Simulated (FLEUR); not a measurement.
# BaTiO3 (P4mm) in FLEUR: a series of runs

The runs below take BaTiO3 through single point, with PBE.

All numbers are computed with FLEUR MaX-R8.1 (later development tree); they aren't measurements. Logs are shortened: lines on timing, memory, paths and dates and some standing lists are left out, and cuts for length are marked.

### Step 1. The structure

It takes space group P4mm (No. 99, tetragonal). The conventional cell has a = 4.000 Å, b = 4.000 Å, c = 4.018 Å, α = 90.00°, β = 90.00°, γ = 90.00°. Ba (site symmetry 4mm) has 12 O at 2.79 to 2.88 Å as nearest neighbours. Ti (site symmetry 4mm) has 6 O at 1.89 to 2.13 Å as nearest neighbours. Around O (site symmetry 2mm) lie 2 Ti at 2.00 Å. O (site symmetry 4mm) is surrounded by 2 Ti at 1.89 to 2.13 Å.

### Step 2. Single point, PBE

inp.xml reads:

```xml
<?xml version="1.0" encoding="UTF-8" standalone="no"?>
<fleurInput fleurInputVersion="0.39">
   <comment>
      BaTiO3                                                                                              
   </comment>
   <calculationSetup>
      <cutoffs Kmax="5.33" Gmax="16.5" GmaxXC="16.5" numbands="0"/>
      <scfLoop itmax="60" minDistance="0.00001" maxIterBroyd="15" imix="Anderson" alpha="0.05" precondParam="0.0" spinf="2.0" sdNocoIR="T"/>
      <coreElectrons ctail="T" frcor="F" kcrel="0" coretail_lmax="0"/>
      <xcFunctional name="pbe" relativisticCorrections="F"/>
      <magnetism jspins="1"/>
      <soc l_soc="F" theta="0.0" phi="0.0" spav="F"/>
      <expertModes spex="0" secvar="F"/>
      <geometryOptimization l_f="T" forcealpha="1.0" forcemix="BFGS" epsdisp="0.0005" epsforce="0.0002"/>
      <ldaU l_linMix="F" mixParam="0.05" spinf="1.0"/>
   </calculationSetup>
   <cell>
      <bzIntegration valenceElectrons="50.0" mode="hist" fermiSmearingEnergy="0.00183747">
         <kPointListSelection listName="default-1"/>
         <!-- k-points included here -->
         <xi:include xmlns:xi="http://www.w3.org/2001/XInclude" href="kpts.xml"> </xi:include>
      </bzIntegration>
      <!-- symmetry operations included here -->
      <xi:include xmlns:xi="http://www.w3.org/2001/XInclude" href="sym.xml"> </xi:include>
      <bulkLattice scale="1.0">
         <bravaisMatrix>
            <row-1>    7.5585265531750796     0.0000000000000000     0.0000000000000000</row-1>
            <row-2>    0.0000000000000000     7.5585265531750796     0.0000000000000000</row-2>
            <row-3>    0.0000000000000000     0.0000000000000000     7.5929195686427988</row-3>
         </bravaisMatrix>
      </bulkLattice>
   </cell>
   <atomSpecies>
      <species name="Barium (Ba)" element="Ba" atomicNumber="56">
         <mtSphere radius="2.53" gridPoints="879" logIncrement="0.015"/>
         <atomicCutoffs lmax="10" lnonsphr="10"/>
[... 32 lines left out ...]
            <coreConfig>(1s1/2)</coreConfig>
            <valenceConfig>(2s1/2) (2p1/2) (2p3/2)</valenceConfig>
            <stateOccupation state="(2p1/2)" spinUp="0.666667" spinDown="0.666667"/>
            <stateOccupation state="(2p3/2)" spinUp="1.333333" spinDown="1.333333"/>
         </electronConfig>
         <energyParameters s="2" p="2" d="3" f="4"/>
         <lo type="SCLO" l="0" n="2" eDeriv="2"/>
         <lo type="SCLO" l="1" n="2" eDeriv="2"/>
         <lo type="SCLO" l="2" n="3" eDeriv="2"/>
      </species>
   </atomSpecies>
   <atomGroups>
      <atomGroup species="Barium (Ba)">
         <relPos label="                   1">.0000000000 .0000000000 .0000000000</relPos>
         <force calculate="T" relaxXYZ="TTT"/>
      </atomGroup>
      <atomGroup species="Titanium (Ti)">
         <relPos label="                   2">1.000/2.000 1.000/2.000 .4900000000</relPos>
         <force calculate="T" relaxXYZ="TTT"/>
      </atomGroup>
      <atomGroup species="Oxygen (O)">
         <relPos label="                   3">.0000000000 1.000/2.000 -.4830000000</relPos>
         <relPos label="                   4">1.000/2.000 .0000000000 -.4830000000</relPos>
         <force calculate="T" relaxXYZ="TTT"/>
      </atomGroup>
      <atomGroup species="Oxygen (O)">
         <relPos label="                   5">1.000/2.000 1.000/2.000 .0190000000</relPos>
         <force calculate="T" relaxXYZ="TTT"/>
      </atomGroup>
   </atomGroups>
   <output dos="F" band="F" slice="F">
      <checks vchk="F" cdinf="F"/>
      <bandDOS minEnergy="-.5*Htr" maxEnergy="0.5*Htr" sigma="0.015" storeEVData="T"/>
      <vacuumDOS vacdos="F" integ="F" star="F" nstars="0" locx1="0.0" locy1="0.0" locx2="0.0" locy2="0.0" nstm="0" tworkf="0.0"/>
      <unfoldingBand unfoldBand="F" supercellX="1" supercellY="1" supercellZ="1"/>
      <plotting iplot="0" polar="F">
         <plot TwoD="T" vec1="  1.0  0.0  0.0" vec2="  0.0  1.0  0.0" vec3="  0.0  0.0  1.0" zero="  0.0  0.0  0.0" file="plot"/>
      </plotting>
      <chargeDensitySlicing numkpt="0" minEigenval="0.0" maxEigenval="0.0" nnne="0" pallst="F"/>
      <specialOutput eonly="F"/>
      <moessbauerParams electricFieldGradient="T" isomerShift="T" coreHyperfine="T" valenceHyperfine="T"/>
      <magneticCircularDichroism mcd="F" energyLo="-10.0" energyUp="0.0"/>
   </output>
  <!-- We include the file relax.xml here to enable relaxations (see documentation) -->
  <xi:include xmlns:xi="http://www.w3.org/2001/XInclude" href="relax.xml"> <xi:fallback/> </xi:include>
</fleurInput>
```

crystal.txt reads:

```
BaTiO3
&input cartesian=F /
3.9998000000  0.0000000000  0.0000000000
0.0000000000  3.9998000000  0.0000000000
0.0000000000  0.0000000000  4.0180000000
1.8897261246
1.0 1.0 1.0

5
56 0.0000000000  0.0000000000  0.0000000000
22 0.5000000000  0.5000000000  0.4900000000
8 0.0000000000  0.5000000000  0.5170000000
8 0.5000000000  0.0000000000  0.5170000000
8 0.5000000000  0.5000000000  0.0190000000

&kpt div1=7 div2=7 div3=7 gamma=T /
```

Potentials or basis: all-electron, FLAPW.

Launch:

```console
inpgen -f crystal.txt -profile fastHighL
# inp.xml edited to the form shown
mpirun -n 4 fleur_MPI -pe_per_kpt 1
```

Log:

```text
Welcome to FLEUR        (www.flapw.de)
      MaX-Release 8.1          (www.max-centre.eu)

 ========== k-point set info ==========
 Selected k-point list: default-1
 k-point list type: mesh
 7 x 7 x 7
 Number of k points: 40

 ------------Calculation Setup---------------------------
 Number of MPI-tasks      :            4
 Number of PE/node        :            4
 Number of OMP-threads    :            1
 Using exactly            1  PE per kpt
 Using exactly            1  PE per kpt
 k-points in parallel     :            4
 pe's per k-point         :            1
 No of k-point loops      :           10
 Using exactly            1  PE per kpt
 Using exactly            1  PE per kpt
 Eigenvalue solver        :       lapack
 Number of basis functions:         1351
 Approximate size of matrices (H+S) per k-point:         0.054 GB
 --------------------------------------------------------
 Iteration:     1   Distance:      28.54757062 me/bohr^3
 Iteration:     2   Distance:      23.67391603 me/bohr^3
 Iteration:     3   Distance:       8.40261897 me/bohr^3
 Iteration:     4   Distance:       7.54044645 me/bohr^3
 Iteration:     5   Distance:       5.44738206 me/bohr^3
 Iteration:     6   Distance:       2.86162270 me/bohr^3
 Iteration:     7   Distance:       0.62915014 me/bohr^3
 Iteration:     8   Distance:       0.44702119 me/bohr^3
 Iteration:     9   Distance:       0.42833381 me/bohr^3
 Iteration:    10   Distance:       0.08349512 me/bohr^3
 Iteration:    11   Distance:       0.07562715 me/bohr^3
 Iteration:    12   Distance:       0.01594082 me/bohr^3
 Iteration:    13   Distance:       0.01244633 me/bohr^3
 Iteration:    14   Distance:       0.01049737 me/bohr^3
 Iteration:    15   Distance:       0.00823653 me/bohr^3
 Iteration:    16   Distance:       0.00613482 me/bohr^3
 Iteration:    17   Distance:       0.00170848 me/bohr^3
 Iteration:    18   Distance:       0.00080998 me/bohr^3
 Iteration:    19   Distance:       0.00029317 me/bohr^3
 Iteration:    20   Distance:       0.00024717 me/bohr^3
 Iteration:    21   Distance:       0.00010659 me/bohr^3
 Iteration:    22   Distance:       0.00001813 me/bohr^3
 Iteration:    23   Distance:       0.00000568 me/bohr^3

 Reset of history

 ********************************************************************
 Run finished successfully
 Stop message:
   Structural relaxation: new displacements generated
 ********************************************************************
```

Wall time 8.6 min (4 MPI ranks of Arm Neoverse V1, shared host).

Results:

| Quantity | Value |
| --- | --- |
| Free energy | -250870.3011 eV |
| Largest force | 0.306 eV/Å |
| Band gap on the k mesh | 1.92 eV, indirect (least direct gap 2.08 eV) |
| Valence electrons inside the program's atomic spheres | Ba 17.18; Ti 8.99; O 4.54 (radii Ba 2.53, Ti 1.84, O 1.41 bohr) |

Forces in eV/Å, atoms in the order of the input:
```
Ba   0.000  0.000  0.043
Ti   0.000  0.000 -0.148
O    0.000  0.000 -0.101
O    0.000  0.000 -0.101
O    0.000  0.000  0.306
```

Levels at points of the mesh, in eV from the valence-band top:
| k point | band 21 | band 22 | band 23 | band 24 | band 25 | band 26 | band 27 | band 28 | band 29 | band 30 |
| --- | --- | --- | --- | --- | --- | --- | --- | --- | --- | --- |
| (0.00, 0.00, 0.00) | -1.15 | -1.06 | -0.17 | -0.16 | -0.16 | 1.92 | 2.13 | 2.13 | 4.11 | 4.21 |

Core levels (eV from the Fermi level):
| atom | levels |
| --- | --- |
| 1 Ba | 1s1/2 -37220.8, 2s1/2 -5873.0, 2p1/2 -5531.4, 2p3/2 -5149.6, 3s1/2 -1232.2, 3p1/2 -1088.9, 3p3/2 -1015.1, 4s1/2 -234.1, 3d3/2 -763.9, 3d5/2 -748.1, 4p1/2 -182.0, 4p3/2 -166.7 |
| 2 Ti | 1s1/2 -4861.9, 2s1/2 -531.3, 2p1/2 -442.4, 2p3/2 -436.6 |
| 3 O | 1s1/2 -503.8 |
| 4 O | 1s1/2 -503.8 |
| 5 O | 1s1/2 -503.9 |

Caveat: spin-orbit coupling is left out, which moves the levels of the heavy elements; an odd mesh through Γ misses points on the zone boundary, where band edges often lie.

### Step 3. Single point, PBE (atoms moved at random, drawn with an rms of 0.05 Å)

Changes to inp.xml since step 2:

```diff
@@ -49,3 +49,3 @@
       <species name="Titanium (Ti)" element="Ti" atomicNumber="22">
-         <mtSphere radius="1.84" gridPoints="621" logIncrement="0.019"/>
+         <mtSphere radius="1.84" gridPoints="619" logIncrement="0.019"/>
          <atomicCutoffs lmax="8" lnonsphr="8"/>
@@ -65,3 +65,3 @@
       <species name="Oxygen (O)" element="O" atomicNumber="8">
-         <mtSphere radius="1.41" gridPoints="477" logIncrement="0.022"/>
+         <mtSphere radius="1.41" gridPoints="473" logIncrement="0.022"/>
          <atomicCutoffs lmax="8" lnonsphr="8"/>
@@ -81,3 +81,3 @@
       <atomGroup species="Barium (Ba)">
-         <relPos label="                   1">.0000000000 .0000000000 .0000000000</relPos>
+         <relPos label="                   1">-.0099110000 .0153840000 -.0038750000</relPos>
          <force calculate="T" relaxXYZ="TTT"/>
@@ -85,3 +85,3 @@
       <atomGroup species="Titanium (Ti)">
-         <relPos label="                   2">1.000/2.000 1.000/2.000 .4900000000</relPos>
+         <relPos label="                   2">.4968850000 -.4996550000 .4933810000</relPos>
          <force calculate="T" relaxXYZ="TTT"/>
@@ -89,4 +89,3 @@
       <atomGroup species="Oxygen (O)">
-         <relPos label="                   3">.0000000000 1.000/2.000 -.4830000000</relPos>
-         <relPos label="                   4">1.000/2.000 .0000000000 -.4830000000</relPos>
+         <relPos label="                   3">-.0036910000 -.4995490000 -.4874480000</relPos>
          <force calculate="T" relaxXYZ="TTT"/>
@@ -94,3 +93,7 @@
       <atomGroup species="Oxygen (O)">
-         <relPos label="                   5">1.000/2.000 1.000/2.000 .0190000000</relPos>
+         <relPos label="                   4">-.4865700000 .0004610000 -.4783700000</relPos>
+         <force calculate="T" relaxXYZ="TTT"/>
+      </atomGroup>
+      <atomGroup species="Oxygen (O)">
+         <relPos label="                   5">-.4935180000 .4930380000 .0246330000</relPos>
          <force calculate="T" relaxXYZ="TTT"/>
```

crystal.txt reads:

```
BaTiO3
&input cartesian=F /
3.9998000000  0.0000000000  0.0000000000
0.0000000000  3.9998000000  0.0000000000
0.0000000000  0.0000000000  4.0180000000
1.8897261246
1.0 1.0 1.0

5
56 -0.0099110000  0.0153840000  -0.0038750000
22 0.4968850000  0.5003450000  0.4933810000
8 -0.0036910000  0.5004510000  0.5125520000
8 0.5134300000  0.0004610000  0.5216300000
8 0.5064820000  0.4930380000  0.0246330000

&kpt div1=7 div2=7 div3=7 gamma=T /
```

Potentials or basis: all-electron, FLAPW.

Launch:

```console
inpgen -f crystal.txt -profile fastHighL
# inp.xml edited to the form shown
mpirun -n 4 fleur_MPI -pe_per_kpt 1
```

Wall time 43 min (4 MPI ranks of Arm Neoverse V1, shared host).

It converged, with:

```yaml
Free_energy: -250870.2618 eV
Largest_force: 0.513 eV/Å
Band_gap_on_the_k_mesh: 1.94 eV, indirect (least direct gap 2.09 eV)
Valence_electrons_inside_the_program's_atomic_spheres: Ba 17.19; Ti 8.99; O 4.54 (radii Ba 2.53, Ti 1.84, O 1.41 bohr)
```

Forces in eV/Å, atoms in the order of the input:
```
Ba   0.250 -0.388  0.222
Ti  -0.012  0.173 -0.282
O    0.452  0.058  0.082
O   -0.414 -0.051 -0.105
O   -0.277  0.206  0.087
```

Levels at points of the mesh, in eV from the valence-band top:
```
           k point  band 21  band 22  band 23  band 24  band 25  band 26  band 27  band 28  band 29  band 30
(0.00, 0.00, 0.00)    -1.18    -1.07    -0.22    -0.18    -0.15     1.94     2.11     2.18     4.11     4.22
```

Core levels (eV from the Fermi level):
| atom | levels |
| --- | --- |
| 1 Ba | 1s1/2 -37220.8, 2s1/2 -5872.9, 2p1/2 -5531.4, 2p3/2 -5149.6, 3s1/2 -1232.2, 3p1/2 -1088.9, 3p3/2 -1015.1, 4s1/2 -234.1, 3d3/2 -763.9, 3d5/2 -748.1, 4p1/2 -182.0, 4p3/2 -166.6 |
| 2 Ti | 1s1/2 -4861.9, 2s1/2 -531.3, 2p1/2 -442.4, 2p3/2 -436.6 |
| 3 O | 1s1/2 -503.8 |
| 4 O | 1s1/2 -503.8 |
| 5 O | 1s1/2 -503.9 |

Caveat: spin-orbit coupling is left out, which moves the levels of the heavy elements; an odd mesh through Γ misses points on the zone boundary, where band edges often lie.
